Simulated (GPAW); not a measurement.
**PtAl and the effect of the Hubbard U on Pt d**

```cif
data_structure
_symmetry_space_group_name_H-M 'P2_13'
_symmetry_Int_Tables_number 198
_cell_length_a 4.8789
_cell_length_b 4.8789
_cell_length_c 4.8789
_cell_angle_alpha 90.000
_cell_angle_beta 90.000
_cell_angle_gamma 90.000
_cell_volume 116.14
loop_
_atom_site_label
_atom_site_type_symbol
_atom_site_symmetry_multiplicity
_atom_site_Wyckoff_symbol
_atom_site_fract_x
_atom_site_fract_y
_atom_site_fract_z
_atom_site_occupancy
Pt1 Pt 4 a 0.84494 0.65506 0.34494 1
Al1 Al 4 a 0.15597 0.34403 0.65597 1
```

The cell is a database's computed one, not the measured one.

Kept alike: task single point; functional PBEsol; k mesh 5 × 5 × 5; occupations fermi-dirac, width 0.05 eV; no spin polarisation. Program: GPAW, PAW data sets generated for this functional, cutoff 600 eV. The mesh is that of the run's cell of 8 atoms. No spin-orbit coupling.

| Hubbard U on Pt d, U (eV) | pressure (GPa) |
| --- | --- |
| 0 | -0.62 |
| 2 | -2.38 |
| 3 | -3.20 |
| 4 | ? |
| 5 | -4.80 |
| 6 | -5.56 |
| 8 | -6.75 |

Pressure is positive in compression; the values hold the error of the finite cutoff, so their zero can differ a little from the energy's minimum. U acts here on a shell without spin polarisation. For a metal such a mesh leaves the last digits unconverged. How U acts hangs on the program's projectors.

Q: Fit the rows shown and predict the run at 4 eV.

A: A least-squares parabola through the rows shown is pressure = 0.02179 U² - 0.9476 U - 0.596 (largest miss 0.063); at U = 4 it gives -4.04 GPa. The run gave: pressure -4.00 GPa.

At this fixed cell, every increase in U makes the pressure more negative, from -0.62 GPa without U to -6.75 GPa at 8 eV, so the correction favours a smaller volume. This is the opposite of the expansion often seen when U localises electrons in a partly filled, bonding d shell. In PtAl the Pt d states are largely filled, since Al is the more electropositive partner. U probably pulls them lower and weakens their repulsive overlap with neighbouring shells. A volume dependence of the projected d occupations could give the same sign, and the pressures alone can't separate the two. The weaker response at large U suggests occupations moving towards full, where the correction has less left to act on.

The smooth curve supports interpolation between the computed values, but the parabola is no physical law to extend beyond them. Nor does the sensitivity to U indicate strong correlation: Pt d states in such an intermetallic are broad and well screened, so a large U has little physical justification here.
